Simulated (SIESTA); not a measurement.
LiF (Griceite) under changes of volume

One of the cells (8.333 Å³/atom); the others are scaled copies at fixed shape and fractional positions:

```
F Li
1.0
     0.00000    2.02734    2.02734
     2.02734    0.00000    2.02734
     2.02734    2.02734    0.00000
F Li
1 1
Direct
  0.50000 0.50000 0.50000
  0.00000 0.00000 0.00000
```

| Quantity | Value |
| --- | --- |
| Program | SIESTA 5.4.2 |
| Functional | PBE |
| Potentials or basis | PseudoDojo 0.4 standard (PBE files) |
| Basis | DZP (energy shift 0.003 Ry; two zetas on semicore shells) |
| Grid cutoff | 800 Ry |
| Energy shift | 0.003 Ry |
| k mesh | 11 × 11 × 11 |
| Occupations | fermi-dirac, width 0.05 eV |
| Spin | no spin polarisation |

```csv
volume (Å³/atom),energy over the lowest point (meV/atom),pressure (GPa),gap on the mesh (eV)
7.679,?,?,?
7.842,10.71,5.9,9.39
8.006,5.66,4.1,9.20
8.333,0.36,1.1,8.85
8.496,0.00,-0.1,8.69
8.659,0.85,-1.5,8.53
```

What does the run at 7.679 Å³/atom give?

Energy over the lowest point 17.74 meV/atom; pressure 8.0 GPa; gap on the mesh 9.59 eV.

Worked out: A Birch-Murnaghan fit of order 3 (a polynomial in V^(-2/3)) to the other rows has its minimum at 8.47 Å³/atom with B0 = V·E''(V) = 68 GPa (rough, since the energies scatter). It gives 17.53 meV/atom at 7.679 Å³/atom, against the run's 17.74, and -dE/dV = 7.6 GPa, against 8.0. A straight line through the other rows of the gap, of slope -8.67 eV per unit of ln V (its deformation potential), extrapolates to 9.57 eV, against the run's 9.59.

Energies are extrapolated to zero smearing.

Caveats: an odd mesh through Γ misses points on the zone boundary, where band edges often lie; the basis of atomic orbitals isn't converged, which shifts pressures, moduli and gaps.
